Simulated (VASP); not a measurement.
# NaF (Villiaumite) (Fm-3m) in VASP: notebook

The runs below take NaF (Villiaumite) through single point, with r2SCAN.

Everything below comes from runs of VASP 6.6.1. Logs are shortened: lines on timing, memory, paths and dates and some standing lists are left out, and cuts for length are marked.

### Step 1. Starting point

It takes space group Fm-3m (No. 225, cubic). The conventional cell has a = 4.640 Å, b = 4.640 Å, c = 4.640 Å, α = 90.00°, β = 90.00°, γ = 90.00°. Na (site symmetry m-3m) has 6 F at 2.32 Å as nearest neighbours. Around F (site symmetry m-3m) lie 6 Na at 2.32 Å.

### Step 2. Single point, r2SCAN

INCAR

```
PREC     = Accurate       # precision mode
ENCUT    = 350            # plane-wave cutoff, eV
EDIFF    = 1E-6           # SCF threshold, eV
ISMEAR   = 0              # smearing method
SIGMA    = 0.05           # smearing width, eV
LREAL    = F              # projectors in reciprocal space
LASPH    = T              # aspherical terms in the spheres
NELM     = 100            # most SCF steps
ALGO     = Normal         # electronic algorithm
ISIF     = 2              # what is computed and relaxed
LWAVE    = F              # write WAVECAR
LCHARG   = F              # write CHGCAR
METAGGA  = R2SCAN         # meta-GGA
LMIXTAU  = T            
ADDGRID  = F
```

KPOINTS

```
Automatic mesh
0
Gamma
  2 2 2
```

POSCAR

```
NaF
1.0
    0.0000000000      2.3200000000      2.3200000000
    2.3200000000      0.0000000000      2.3200000000
    2.3200000000      2.3200000000      0.0000000000
Na F
1 1
Direct
    0.0258840000     -0.0367460000      0.0017760000
    0.4822430000      0.5377660000      0.4799550000
```

Potentials or basis: VASP PAW PBE potentials, release 64 (Na_pv, F).

The run is started by

```sh
$ cat potpaw_PBE.64/Na_pv/POTCAR potpaw_PBE.64/F/POTCAR > POTCAR
$ mpirun -np 1 vasp_std > vasp.out
```

OUTCAR:

```text
PREC = Accurate
   ENCUT = 350
   EDIFF = 1E-6
   ISMEAR = 0
   LREAL = F
   LASPH = T
   NELM = 100
   ISIF = 2
   METAGGA = R2SCAN

 Found      8 irreducible k-points:

 Following reciprocal coordinates:
            Coordinates               Weight
  0.000000  0.000000  0.000000      1.000000
  0.500000  0.000000  0.000000      1.000000
  0.000000  0.500000  0.000000      1.000000
  0.000000  0.000000  0.500000      1.000000
  0.500000  0.500000  0.500000      1.000000
  0.500000  0.500000  0.000000      1.000000
   k-points           NKPTS =      8   k-points in BZ     NKDIM =      8   number of bands    NBANDS=     11
   number of dos      NEDOS =    301   number of ions     NIONS =      2
   total plane-waves  NPLWV =   8000
   dimension x,y,z NGX =    20 NGY =   20 NGZ =   20
   dimension x,y,z NGXF=    40 NGYF=   40 NGZF=   40
   ions per type =               1   1
   NGX,Y,Z   is equivalent  to a cutoff of  10.13, 10.13, 10.13 a.u.
   NGXF,Y,Z  is equivalent  to a cutoff of  20.27, 20.27, 20.27 a.u.
 SYSTEM =  unknown system
   PREC   = accura    normal or accurate (medium, high low for compatibility)
   ISTART =      0    job   : 0-new  1-cont  2-samecut
   ICHARG =      2    charge: 1-file 2-atom 10-const
   ISPIN  =      1    spin polarized calculation?
   LNONCOLLINEAR =      F non collinear calculations
   LSORBIT =      F    spin-orbit coupling
   LASPH  =      T    aspherical Exc in radial PAW
   ENCUT  =  350.0 eV  25.72 Ry    5.07 a.u.   5.00  5.00  5.00*2*pi/ulx,y,z
   NELM   =    100;   NELMIN=  2; NELMDL= -5     # of ELM steps
   EDIFF  = 0.1E-05   stopping-criterion for ELM
   LREAL  =      F    real-space projection
   EDIFFG = 0.1E-04   stopping-criterion for IOM
   NSW    =      0    number of steps for IOM
   IBRION =     -1    ionic relax: 0-MD 1-quasi-New 2-CG
   NFREE  =      0    steps in history (QN), initial steepest desc. (CG)
   ISIF   =      2    stress and relaxation
   ISYM   =      2    0-nonsym 1-usesym 2-fastsym
   POTIM  = 0.5000    time-step for ionic-motion
   TEBEG  =    0.0;   TEEND  =   0.0 temperature during run
   PSTRESS=    0.0 pullay stress
   NELECT =      14.0000    total number of electrons
   NUPDOWN=      -1.0000    fix difference up-down
   EMIN   =  10.00;   EMAX   =-10.00  energy-range for DOS
   EFERMI =   0.00;   METHOD = LEGACY
   ISMEAR =     0;   SIGMA  =   0.05  broadening in eV -4-tet -1-fermi 0-gaus
   EFERMI_NEDOS =   21; number of points for ismear=-14 and -15
   IALGO  =     38    algorithm
   IMIX   =      4    mixing-type and parameters
     AMIX     =   0.40;   BMIX     =  1.00
     AMIX_MAG =   1.60;   BMIX_MAG =  1.00
  volume/ion in A,a.u.               =      12.49        84.27
  Fermi-wavevector in a.u.,A,eV,Ry     =   1.349852  2.550851 24.791186  1.822101
  Thomas-Fermi vector in A             =   2.477405
   LORBIT       =      0    0 simple, 1 ext, 2 COOP (PROOUT), +10 PAW based schemes
   METAGGA = R2SCAN    functional components
   LHFCALC =     F    Hartree Fock is set to
   AEXX    =    0.0000 exact exchange contribution
   IVDW    =     0    specifies the selected vdW correction
   LEPSILON=     F    determine dielectric tensor
   LRPA    =     F    only Hartree local field effects (RPA)
 non-spin polarized calculation
 Gauss-broadening in eV      SIGMA  =   0.05
  energy-cutoff  :      350.00
  volume of cell :       24.97
 maximum number of plane-waves:       388
   NGX =  9   NGY =  9   NGZ =  9

 number of electron      13.9999996 magnetization

 Free energy of the ion-electron system (eV)
  ---------------------------------------------------
  ext. energy  EPLUGINS =         0.00000000
  ---------------------------------------------------
  free energy    TOTEN  =       -12.49940220 eV

  energy without entropy =      -12.49940220  energy(sigma->0) =      -12.49940220

 E-fermi :  -2.3485     XC(G=0):  -9.7058

 val. band max:       -2.6564562880   @ k =   0.0000   0.0000   0.0000
 cond. band min:       4.4265189249   @ k =   0.0000   0.0000   0.0000
 fundamental gap:      7.0829752129
 Fermi energy:        -2.3484985051

 k-point     1 :       0.0000    0.0000    0.0000
  band No.  band energies     occupation
      1     -22.9882      2.00000
      2     -22.2536      2.00000
      3     -22.2522      2.00000
      4     -22.2061      2.00000
      5      -2.6713      2.00000
      6      -2.6678      2.00000
      7      -2.6565      2.00000
      8       4.4265      0.00000
      9      17.0669      0.00000
     10      17.1388      0.00000
     11      17.2598      0.00000

 k-point     2 :       0.5000    0.0000    0.0000
  band No.  band energies     occupation
      1     -23.4044      2.00000
      2     -22.2693      2.00000
      3     -22.2643      2.00000
      4     -21.6815      2.00000
      5      -4.2461      2.00000
      6      -2.9437      2.00000
      7      -2.9219      2.00000
      8       8.8906      0.00000
      9      10.6491      0.00000
     10      18.3967      0.00000
     11      18.6111      0.00000

 k-point     3 :       0.0000    0.5000    0.0000
  band No.  band energies     occupation
      1     -23.3768      2.00000
      2     -22.2651      2.00000
      3     -22.2635      2.00000
      4     -21.7141      2.00000
      5      -4.2485      2.00000
      6      -2.9528      2.00000
      7      -2.9471      2.00000
      8       8.9243      0.00000
      9      10.6949      0.00000
     10      18.5885      0.00000
     11      18.6836      0.00000

 k-point     4 :       0.0000    0.0000    0.5000
  band No.  band energies     occupation
      1     -23.4160      2.00000
      2     -22.2706      2.00000
      3     -22.2655      2.00000
      4     -21.6674      2.00000
      5      -4.2447      2.00000
      6      -2.9372      2.00000
      7      -2.9151      2.00000
      8       8.8766      0.00000
      9      10.6324      0.00000
     10      18.3743      0.00000
     11      18.5368      0.00000

 k-point     5 :       0.5000    0.5000    0.5000
  band No.  band energies     occupation
      1     -23.4192      2.00000
      2     -22.2710      2.00000
      3     -22.2661      2.00000
      4     -21.6633      2.00000
      5      -4.2442      2.00000
      6      -2.9349      2.00000
      7      -2.9137      2.00000
      8       8.8714      0.00000
      9      10.6289      0.00000
     10      18.3724      0.00000
     11      18.5151      0.00000

 k-point     6 :       0.5000    0.5000    0.0000
  band No.  band energies     occupation
      1     -22.8890      2.00000
      2     -22.3750      2.00000
      3     -22.3030      2.00000
      4     -22.1708      2.00000
      5      -3.9643      2.00000
      6      -3.1175      2.00000
      7      -3.1109      2.00000
      8      11.3021      0.00000
      9      11.3068      0.00000
     10      11.9394      0.00000
     11      18.2996      0.00000

 [... further k-points ...]

------------------------ aborting loop because EDIFF is reached ----------------------------------------

  FORCE on cell =-STRESS in cart. coord.  units (eV):
  Direction    XX          YY          ZZ          XY          YZ          ZX
  --------------------------------------------------------------------------------------
  -------------------------------------------------------------------------------------
  Total       -3.1541679     -2.9954064     -3.3380114      0.0716616      0.0409980     -0.0079476
  in kB     -202.3491731   -192.1641587   -214.1432782      4.5973019      2.6301395     -0.5098635
  external PRESSURE =    -202.8855367 kB  Pullay stress =       0.0000000 kB

 VOLUME and BASIS-vectors are now :
 -----------------------------------------------------------------------------
  energy-cutoff  :      350.00
  volume of cell :       24.97
      direct lattice vectors                 reciprocal lattice vectors
     0.000000000  2.320000000  2.320000000    -0.215517241  0.215517241  0.215517241
     2.320000000  0.000000000  2.320000000     0.215517241 -0.215517241  0.215517241
     2.320000000  2.320000000  0.000000000     0.215517241  0.215517241 -0.215517241

 POSITION                                       TOTAL-FORCE (eV/Angst)
 -----------------------------------------------------------------------------------
      2.23887      0.06417      2.29480         0.258042     -0.377006      0.133374
      2.36111      2.23230      2.36642        -0.258042      0.377006     -0.133374
 -----------------------------------------------------------------------------------
    total drift:                               -0.033389     -0.031286     -0.025529

  FREE ENERGIE OF THE ION-ELECTRON SYSTEM (eV)
  ---------------------------------------------------
  free  energy   TOTEN  =       -12.4994021978 eV

  energy  without entropy=      -12.4994021978  energy(sigma->0) =      -12.49940220
```

stdout:

```text
POSCAR found type information on POSCAR NaF
 POSCAR found :  2 types and       2 ions
 scaLAPACK will be used
 -----------------------------------------------------------------------------
|                                                                             |
|                                                                             |
|     You enforced a specific xc type in the INCAR file but a different       |
|     I HOPE YOU KNOW WHAT YOU ARE DOING!                                     |
|                                                                             |
 -----------------------------------------------------------------------------

 LDA part: xc-table for (None), standard interpolation
 POSCAR, INCAR and KPOINTS ok, starting setup
 FFT: planning ... GRIDC
 FFT: planning ... GRID_SOFT
 FFT: planning ... GRID
 WAVECAR not read
 entering main loop
```

Run time: 12 s. Hardware: 1 thread of Intel Xeon Platinum 8488C (Sapphire Rapids), shared host; peak memory 0.12 GiB.

The run converged, but a check on its numbers failed (symmetry, net force, bounds or a known fault of this set-up), so they aren't taken as properties of the crystal.

Caveat: the k mesh is coarse (spacing up to 1.17 Å⁻¹), so the values aren't converged; the cutoff lies under the usual one of these potentials, so the numbers hold a large basis-set error; the PAW data sets were made with another functional, which shifts forces and pressure a little.

### Step 3. Single point, r2SCAN

Changes to INCAR since step 2:

```diff
@@ -1,3 +1,3 @@
 PREC     = Accurate       # precision mode
-ENCUT    = 350            # plane-wave cutoff, eV
+ENCUT    = 450            # plane-wave cutoff, eV
 EDIFF    = 1E-6           # SCF threshold, eV
```

KPOINTS is that of step 2.

POSCAR

```
NaF
1.0
    0.0000000000      2.3200000000      2.3200000000
    2.3200000000      0.0000000000      2.3200000000
    2.3200000000      2.3200000000      0.0000000000
Na F
1 1
Direct
    0.0000000000      0.0000000000      0.0000000000
    0.5000000000      0.5000000000      0.5000000000
```

Potentials or basis: VASP PAW PBE potentials, release 64 (Na_pv, F).

The run is started by

```sh
$ cat potpaw_PBE.64/Na_pv/POTCAR potpaw_PBE.64/F/POTCAR > POTCAR
$ mpirun -np 1 vasp_std > vasp.out
```

OUTCAR:

```text
PREC = Accurate
   ENCUT = 450
   EDIFF = 1E-6
   ISMEAR = 0
   LREAL = F
   LASPH = T
   NELM = 100
   ISIF = 2
   METAGGA = R2SCAN

 Found      3 irreducible k-points:

 Following reciprocal coordinates:
            Coordinates               Weight
  0.000000  0.000000  0.000000      1.000000
  0.500000  0.000000  0.000000      4.000000
  0.500000  0.500000  0.000000      3.000000
   k-points           NKPTS =      3   k-points in BZ     NKDIM =      3   number of bands    NBANDS=     11
   number of dos      NEDOS =    301   number of ions     NIONS =      2
   total plane-waves  NPLWV =  13824
   dimension x,y,z NGX =    24 NGY =   24 NGZ =   24
   dimension x,y,z NGXF=    48 NGYF=   48 NGZF=   48
   ions per type =               1   1
   NGX,Y,Z   is equivalent  to a cutoff of  12.16, 12.16, 12.16 a.u.
   NGXF,Y,Z  is equivalent  to a cutoff of  24.32, 24.32, 24.32 a.u.
 SYSTEM =  unknown system
   PREC   = accura    normal or accurate (medium, high low for compatibility)
   ISTART =      0    job   : 0-new  1-cont  2-samecut
   ICHARG =      2    charge: 1-file 2-atom 10-const
   ISPIN  =      1    spin polarized calculation?
   LNONCOLLINEAR =      F non collinear calculations
   LSORBIT =      F    spin-orbit coupling
   LASPH  =      T    aspherical Exc in radial PAW
   ENCUT  =  450.0 eV  33.07 Ry    5.75 a.u.   5.67  5.67  5.67*2*pi/ulx,y,z
   NELM   =    100;   NELMIN=  2; NELMDL= -5     # of ELM steps
   EDIFF  = 0.1E-05   stopping-criterion for ELM
   LREAL  =      F    real-space projection
   EDIFFG = 0.1E-04   stopping-criterion for IOM
   NSW    =      0    number of steps for IOM
   IBRION =     -1    ionic relax: 0-MD 1-quasi-New 2-CG
   NFREE  =      0    steps in history (QN), initial steepest desc. (CG)
   ISIF   =      2    stress and relaxation
   ISYM   =      2    0-nonsym 1-usesym 2-fastsym
   POTIM  = 0.5000    time-step for ionic-motion
   TEBEG  =    0.0;   TEEND  =   0.0 temperature during run
   PSTRESS=    0.0 pullay stress
   NELECT =      14.0000    total number of electrons
   NUPDOWN=      -1.0000    fix difference up-down
   EMIN   =  10.00;   EMAX   =-10.00  energy-range for DOS
   EFERMI =   0.00;   METHOD = LEGACY
   ISMEAR =     0;   SIGMA  =   0.05  broadening in eV -4-tet -1-fermi 0-gaus
   EFERMI_NEDOS =   21; number of points for ismear=-14 and -15
   IALGO  =     38    algorithm
   IMIX   =      4    mixing-type and parameters
     AMIX     =   0.40;   BMIX     =  1.00
     AMIX_MAG =   1.60;   BMIX_MAG =  1.00
  volume/ion in A,a.u.               =      12.49        84.27
  Fermi-wavevector in a.u.,A,eV,Ry     =   1.349852  2.550851 24.791186  1.822101
  Thomas-Fermi vector in A             =   2.477405
   LORBIT       =      0    0 simple, 1 ext, 2 COOP (PROOUT), +10 PAW based schemes
   METAGGA = R2SCAN    functional components
   LHFCALC =     F    Hartree Fock is set to
   AEXX    =    0.0000 exact exchange contribution
   IVDW    =     0    specifies the selected vdW correction
   LEPSILON=     F    determine dielectric tensor
   LRPA    =     F    only Hartree local field effects (RPA)
 non-spin polarized calculation
 Gauss-broadening in eV      SIGMA  =   0.05
  energy-cutoff  :      450.00
  volume of cell :       24.97
 maximum number of plane-waves:       544
 NGX is ok and might be reduce to    24
   NGX = 11   NGY = 11   NGZ = 11

 number of electron      13.9999982 magnetization

 Free energy of the ion-electron system (eV)
  ---------------------------------------------------
  ext. energy  EPLUGINS =         0.00000000
  ---------------------------------------------------
  free energy    TOTEN  =       -12.48679114 eV

  energy without entropy =      -12.48679114  energy(sigma->0) =      -12.48679114

 E-fermi :  -2.3246     XC(G=0):  -9.7255

 val. band max:       -2.6131071664   @ k =   0.0000   0.0000   0.0000
 cond. band min:       4.4494609281   @ k =   0.0000   0.0000   0.0000
 fundamental gap:      7.0625680946
 Fermi energy:        -2.3245629464

 k-point     1 :       0.0000    0.0000    0.0000
  band No.  band energies     occupation
      1     -22.8900      2.00000
      2     -22.2894      2.00000
      3     -22.2889      2.00000
      4     -22.2889      2.00000
      5      -2.6132      2.00000
      6      -2.6131      2.00000
      7      -2.6131      2.00000
      8       4.4495      0.00000
      9      17.0418      0.00000
     10      17.0418      0.00000
     11      17.0418      0.00000

 k-point     2 :       0.5000    0.0000    0.0000
  band No.  band energies     occupation
      1     -23.3416      2.00000
      2     -22.3001      2.00000
      3     -22.2997      2.00000
      4     -21.7020      2.00000
      5      -4.1754      2.00000
      6      -2.8777      2.00000
      7      -2.8776      2.00000
      8       8.8958      0.00000
      9      10.7076      0.00000
     10      18.6525      0.00000
     11      18.6539      0.00000

 k-point     3 :       0.5000    0.5000    0.0000
  band No.  band energies     occupation
      1     -22.6514      2.00000
      2     -22.4177      2.00000
      3     -22.3382      2.00000
      4     -22.3378      2.00000
      5      -3.8857      2.00000
      6      -3.0182      2.00000
      7      -3.0182      2.00000
      8      11.1869      0.00000
      9      11.3546      0.00000
     10      12.0920      0.00000
     11      18.3705      0.00000

------------------------ aborting loop because EDIFF is reached ----------------------------------------

  FORCE on cell =-STRESS in cart. coord.  units (eV):
  Direction    XX          YY          ZZ          XY          YZ          ZX
  --------------------------------------------------------------------------------------
  -------------------------------------------------------------------------------------
  Total       -0.4371334     -0.4371334     -0.4371334     -0.0000000      0.0000000     -0.0000000
  in kB      -28.0433955    -28.0433955    -28.0433955     -0.0000000      0.0000000     -0.0000000
  external PRESSURE =     -28.0433955 kB  Pullay stress =       0.0000000 kB

 VOLUME and BASIS-vectors are now :
 -----------------------------------------------------------------------------
  energy-cutoff  :      450.00
  volume of cell :       24.97
      direct lattice vectors                 reciprocal lattice vectors
     0.000000000  2.320000000  2.320000000    -0.215517241  0.215517241  0.215517241
     2.320000000  0.000000000  2.320000000     0.215517241 -0.215517241  0.215517241
     2.320000000  2.320000000  0.000000000     0.215517241  0.215517241 -0.215517241

 POSITION                                       TOTAL-FORCE (eV/Angst)
 -----------------------------------------------------------------------------------
      0.00000      0.00000      0.00000        -0.000000      0.000000     -0.000000
      2.32000      2.32000      2.32000         0.000000     -0.000000      0.000000
 -----------------------------------------------------------------------------------
    total drift:                                0.000000     -0.000000      0.000000

  FREE ENERGIE OF THE ION-ELECTRON SYSTEM (eV)
  ---------------------------------------------------
  free  energy   TOTEN  =       -12.4867911379 eV

  energy  without entropy=      -12.4867911379  energy(sigma->0) =      -12.48679114
```

It took 12 s on 1 thread of Intel Xeon Platinum 8488C (Sapphire Rapids), shared host; peak memory 0.13 GiB.

These settings aren't checked as converged: the numbers below hold their error.

Results:

```
Free energy            : -12.4868 eV
Band gap on the k mesh : 7.06 eV, direct
```

Caveat: the k mesh is coarse (spacing up to 1.17 Å⁻¹), so the values aren't converged; the cutoff is under 1.25 times the usual one of these potentials, so pressure, stress and relaxed cells hold a basis-set (Pulay) error; the PAW data sets were made with another functional, which shifts forces and pressure a little.

[end of part 1 of 2]
